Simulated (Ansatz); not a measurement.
Runs of Ansatz 0.2.0 on Be. The structure is cubic, space group Fm-3m (No. 225). The conventional cell has a = 3.158 Å, b = 3.158 Å, c = 3.158 Å, α = 90.00°, β = 90.00°, γ = 90.00°. Around Be (site symmetry m-3m) lie 12 Be at 2.23 Å. The cell was built by a generator and needn't be a form met in nature.

```tsv
task	level	cell	cutoff (eV)	points for each segment of the path	target pressure (GPa)	gap on the mesh (eV)	pressure (GPa)
band structure	r2SCAN	as given	500	14	-	none	0.0
band structure	RPBE	as given	420	14	-	none	(a)
relaxation of cell and atoms	PBEsol	relaxed to 5 GPa	420	-	5	none	5.0
relaxation of cell and atoms	PBEsol	relaxed to 20 GPa	420	-	20	none	20.0
band structure	BLYP	as given	420	14	-	none	0.1
```

Alike in all rows: potentials or basis Ansatz PAW; no spin polarisation; k mesh 14 × 14 × 14; smearing fermi-dirac 0.05 eV.

Question: Fill in the values left out.

Answer: (a) 3.1.

Caveats: the PAW data sets come from PBE, with cores solved anew for the run's functional, which leaves a small shift of forces and pressure; the plane-wave basis is chosen anew once the cell has moved, so the energies of steps on either side of that aren't comparable (some runs).

A gap of «none» marks a metal or a gap under the smearing width.
